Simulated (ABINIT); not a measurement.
Set up this calculation in ABINIT 10.8.3 (patched build), as the native input.

```
Task                                            : equation of state
Functional                                      : PBE
Potentials or basis                             : JTH PAW PBE v2.0
Cutoff                                          : 599 eV
k mesh                                          : 12 × 12 × 12
Occupations                                     : fermi-dirac, width 0.05 eV
Spin                                            : no spin polarisation
Fine-grid cutoff                                : 1197.3 eV
Exchange and correlation inside the PAW spheres : full angular mesh (pawxcdev 0, this build's default; the released program takes 1)
```

Pd:

```
Pd
1.0
     0.00000    1.94650    1.94650
     1.94650    0.00000    1.94650
     1.94650    1.94650    0.00000
Pd
1
Cartesian
  0.0000 0.0000 0.0000
```

One way to write it, as run:

run.abi

```
# Datasets: one volume each
ndtset 7
getwfk -1
scalecart1 3*0.9795861087
scalecart2 3*0.9864848297
scalecart3 3*0.9932883884
scalecart4 3*1.0000000000
scalecart5 3*1.0066227096
scalecart6 3*1.0131594038
scalecart7 3*1.0196128224

# Pseudopotentials
pp_dirpath "./"
pseudos "Pd.GGA_PBE-JTH.xml"

# Structure
acell 3*1.0 Angstrom
rprim
     0.0000000000     1.9465000000     1.9465000000
     1.9465000000     0.0000000000     1.9465000000
     1.9465000000     1.9465000000     0.0000000000
ntypat 1
znucl 46
natom 1
typat 1
xred
     0.0000000000     0.0000000000     0.0000000000

# Plane-wave basis
ecut 598.650497 eV
pawecutdg 44.0

# k points
kptopt 1
ngkpt 12 12 12
nshiftk 1
shiftk 0.0 0.0 0.0

# Exchange and correlation
ixc 11

# Bands and occupations
nband 13
occopt 3
tsmear 0.05 eV

# SCF cycle
nstep 100
tolvrs 1.0e-9

# Output
iomode 3
prtwf 1
prtden 0
prteig 0
prtebands 0
enunit 2
```

Potentials or basis: JTH PAW PBE v2.0.

Launch:

```sh
$ abinit run.abi > log 2>&1
```

Results of the run:

| Property | Result |
| --- | --- |
| Equilibrium volume | 15.31 Å³/atom |
| Bulk modulus | 166 GPa |
| Pressure derivative of the bulk modulus | 5.2 (rough: it moves with the points fitted) |

Caveat: pressures at fixed basis lie under the slope of the energies.

It took 3.3 min on 1 thread of Arm Neoverse V1, with other jobs on the host, peak memory 0.14 GiB.
